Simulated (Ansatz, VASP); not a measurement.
**One calculation of WS2 (Tungstenite), two programs**

The input INCAR:

```
PREC = Accurate ; ENCUT = 600
EDIFF = 1E-7 ; ISMEAR = 0
SIGMA = 0.02 ; LREAL = F
LASPH = T ; NELM = 100
ALGO = Normal ; ISIF = 4
LWAVE = F ; LCHARG = F
GGA = PE ; IVDW = 12
IBRION = 2 ; NSW = 50
EDIFFG = -0.01
```

File KPOINTS:

```
Automatic mesh
0
Gamma
  12 12 4
```

POSCAR

```
WS2
1.0
    3.1957594419      0.0000000000      0.0000000000
   -1.5978797210      2.7676088611      0.0000000000
    0.0000000000      0.0000000000     12.5360149799
W S
2 4
Direct
    0.3333333333      0.6666666667      0.2500000000
    0.6666666667      0.3333333333      0.7500000000
    0.3333333333      0.6666666667      0.6232581797
    0.6666666667      0.3333333333      0.1232581797
    0.3333333333      0.6666666667      0.8767418203
    0.6666666667      0.3333333333      0.3767418203
```

Input for Ansatz:

```yaml
crystal:
  lattice:
    - [3.1957594419, 0.0, 0.0]
    - [-1.597879721, 2.7676088611, 0.0]
    - [0.0, 0.0, 12.5360149799]
  atoms:
    - { symbol: W, position: [0.3333333333, 0.6666666667, 0.25] }
    - { symbol: W, position: [0.6666666667, 0.3333333333, 0.75] }
    - { symbol: S, position: [0.3333333333, 0.6666666667, 0.6232581797] }
    - { symbol: S, position: [0.6666666667, 0.3333333333, 0.1232581797] }
    - { symbol: S, position: [0.3333333333, 0.6666666667, 0.8767418203] }
    - { symbol: S, position: [0.6666666667, 0.3333333333, 0.3767418203] }
basis:
  ecutwfc: 420
kpoints:
  mp_grid: { grid: [12, 12, 4] }
hamiltonian:
  xc: pbe
  dispersion: d3bj
scf:
  occupations: { method: gaussian, width: 0.02 }
output:
  forces: true
  stress: true
  eigenvalues: true
relax:
  adjacent_minimum: "off"
  f_tol: 0.01
  max_steps: 30
  cell: { stress_tol: 0.1, fix: [volume] }
```

Alike in both runs: task relaxation of shape and atoms at fixed volume; functional PBE; dispersion D3(BJ); k mesh 12 × 12 × 4; occupations gaussian, width 0.02 eV; no spin polarisation.

|  | VASP | Ansatz |
| --- | --- | --- |
| version | VASP 6.6.1 | Ansatz 0.2.0 |
| potentials or method | VASP PAW PBE potentials, release 64 (W_sv, S) | scalar-relativistic, plane waves, PAW |
| plane-wave cutoff (eV) | 600 | 420 |
| valence electrons in the cell | 52 | 52 |

```csv
,VASP,Ansatz,Ansatz less VASP
"gap on the k mesh at the Fermi level, each at its own relaxed structure (eV)",1.14,1.13,-0.013
relaxed volume (Å³/atom),18.48,18.48,0.000
relaxed cell length with the largest relative difference (Å),12.712,12.715,+0.0025
energy change over the relaxation (meV/atom),-6,-6,0.0
```

Caveats: spin-orbit coupling is left out, which moves the levels of the heavy elements. Expect the measured gap to be larger: semilocal functionals such as PBE lack the derivative discontinuity. A k mesh can miss the band edges.
